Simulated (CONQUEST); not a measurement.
Crystal: ZnS (Wurtzite-2H).

```
Zn S
1.0
     3.81100    0.00000    0.00000
     0.00000    6.23400    0.00000
     0.00000    0.00000    6.60085
Zn S
4 4
Cartesian
  0.0000 3.1170 2.2003
  1.9055 3.1170 5.5007
  0.0000 0.0000 4.4006
  1.9055 0.0000 1.1001
  0.0000 5.5171 2.2003
  1.9055 5.5171 5.5007
  0.0000 2.4001 4.4006
  1.9055 2.4001 1.1001
```

Base run:

```yaml
Program: CONQUEST 1.3
Functional: PBE
Potentials_or_basis: PseudoDojo NC PBE, SZ, grid cutoff 120 Ha
k_mesh: 7 × 5 × 4
Occupations: fermi-dirac, width 0.05 eV
Spin: no spin polarisation
```

Its results: band gap on the k mesh 1.75 eV; pressure 14.4 GPa; largest force 0.418 eV/Å.

Question: After a change of settings the same cell gave: band gap on the k mesh 2.26 eV; pressure 7.2 GPa; largest force 0.371 eV/Å. Which change was it?
A. potentials or basis from PseudoDojo NC PBE, SZ, grid cutoff 120 Ha to PseudoDojo NC PBE, DZ, grid cutoff 120 Ha
B. potentials or basis from PseudoDojo NC PBE, SZ, grid cutoff 120 Ha to PseudoDojo NC PBE, SZP, grid cutoff 120 Ha; k mesh from 7 × 5 × 4 to 4 × 3 × 3
C. potentials or basis from PseudoDojo NC PBE, SZ, grid cutoff 120 Ha to PseudoDojo NC PBE, DZP, grid cutoff 120 Ha
D. potentials or basis from PseudoDojo NC PBE, SZ, grid cutoff 120 Ha to PseudoDojo NC PBE, SZP, grid cutoff 120 Ha; k mesh from 7 × 5 × 4 to 5 × 3 × 3

Answer: A.

Caveats: the atomic basis is small; an odd mesh through Γ misses points on the zone boundary, where band edges often lie; the basis of atomic orbitals isn't converged, which shifts pressures, moduli and gaps.
